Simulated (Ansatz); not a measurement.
# MnO2 (CdI2 type): other levels of theory at one geometry

The task here is to estimate one member of a computed series from the others.

Computed with Ansatz 0.2.0 (DFT at several levels, plane waves, PAW, unless a step's input says otherwise).

3 further runs of the same task are left out: 3 that didn't finish. Runs told in other sessions of the task aren't counted.

## Starting point

The structure is trigonal, space group P-3m1 (No. 164). Conventional cell: a = 2.920 Å, b = 2.920 Å, c = 5.507 Å, α = 90.00°, β = 90.00°, γ = 120.00°. Mn (site symmetry -3m) is surrounded by 6 O at 1.94 Å. O (site symmetry 3m) is surrounded by 3 Mn at 1.94 Å.

As a file:

```cif
data_structure
_symmetry_space_group_name_H-M 'P 1'
_symmetry_Int_Tables_number 1
_cell_length_a 2.9203
_cell_length_b 2.9203
_cell_length_c 5.5070
_cell_angle_alpha 90.000
_cell_angle_beta 90.000
_cell_angle_gamma 120.000
_cell_volume 40.67
loop_
_atom_site_label
_atom_site_type_symbol
_atom_site_fract_x
_atom_site_fract_y
_atom_site_fract_z
_atom_site_occupancy
Mn1 Mn 0.00000 0.00000 0.00000 1
O1 O 0.33333 0.66667 0.17287 1
O2 O 0.66667 0.33333 0.82713 1
```

An earlier run at PBE+U (U_eff = 3.9 eV on Mn 3d) left this cell at 13.558 Å³/atom and -0.04 GPa (10×10×6 mesh), mesh gap 1.84 eV, spin moments in the atoms' spheres Mn 2.86; O -0.14 μB.

Levels to run: PBE+U with U = 1 eV on Mn 3d; PBE+U with U = 2 eV on Mn 3d; PBE+U with U = 7 eV on Mn 3d; PBE+U+SOC with U = 3.9 eV on Mn 3d, moments along [001]; HSE06; PBE+U+SOC with U = 3.9 eV on Mn 3d, moments along [111]. Hardware: 2 threads of Arm Neoverse V2, shared host.

Set-up of the first run:

Input file input.yaml:

```yaml
crystal:
  lattice:
    - [2.9203003366, 0.0, 0.0]
    - [-1.4601501683, 2.5290542782, 0.0]
    - [0.0, 0.0, 5.5070216066]
  atoms:
    - { symbol: Mn, position: [0.0, 0.0, 0.0], spin: 3.15 }
    - { symbol: O, position: [0.3333333333, 0.6666666667, 0.1728657965] }
    - { symbol: O, position: [0.6666666667, 0.3333333333, 0.8271342035] }
basis:
  ecutwfc: 420
  ecutrho_ratio: 4
kpoints:
  mp_grid: { grid: [10, 10, 6] }
hamiltonian:
  xc: pbe
  hubbard: { sites: [{ species: Mn, l: d, u_eff: 1.0 }] }
scf:
  occupations: { method: gaussian, width: 0.05 }
  lower_state_search: "off"
output:
  forces: true
  stress: true
  eigenvalues: true
  populations: true
  hubbard: { sites: [{ species: Mn, l: d }] }
  dos: { projected: true, de: 0.02 }
magnetization:
  spin_polarized: true
checkpoint:
  read: start.run
  write: ck
  compress: false
  write_wavefunctions: false
  write_every: 100000
```

start.run holds the state of a PBE+U run on this cell.

Launch:

```bash
> ansatz run input.yaml --threads 2 --pin off --max-ram 2662MiB --backend cpu --events-out ev --progress --plain --runs-dir out
```

Steps of the session up to this table: PBE+U with U = 1 eV on Mn 3d; PBE+U with U = 2 eV on Mn 3d; PBE+U with U = 7 eV on Mn 3d; Seeding on a coarse mesh: PBE+U+SOC with U = 3.9 eV on Mn 3d, moments along [001]; PBE+U+SOC with U = 3.9 eV on Mn 3d, moments along [001]; HSE06; Seeding on a coarse mesh: PBE+U+SOC with U = 3.9 eV on Mn 3d, moments along [111]; PBE+U+SOC with U = 3.9 eV on Mn 3d, moments along [111].

One table of the session follows, with a row left open; its other results are not shown here.

```
                                                  level  gap on the mesh (eV)  largest spin moment (μB)
                         PBE+U with U = 3.9 eV on Mn 3d                  1.84                      2.86
                           PBE+U with U = 1 eV on Mn 3d                  1.70                      2.63
                           PBE+U with U = 2 eV on Mn 3d                     ?                         ?
                           PBE+U with U = 7 eV on Mn 3d                  1.30                      3.18
PBE+U+SOC with U = 3.9 eV on Mn 3d, moments along [001]                  1.84                      2.86
PBE+U+SOC with U = 3.9 eV on Mn 3d, moments along [111]                  1.84                      2.86
                                                  HSE06                  3.35                      2.79
```

Estimate the missing values for PBE+U with U = 2 eV on Mn 3d.

The run gave: gap on the mesh (eV): 1.98; largest spin moment (μB): 2.70. In the column «gap on the mesh (eV)» it lies between PBE+U+SOC with U = 3.9 eV on Mn 3d, moments along [111] (1.84) and HSE06 (3.35).

To keep in mind: Runs that start from the base's state can stay on it, so another U may have a lower state that wasn't reached. Warnings in the runs' records: stress scf threshold loose, stability check not made, stress exchange threshold loose.
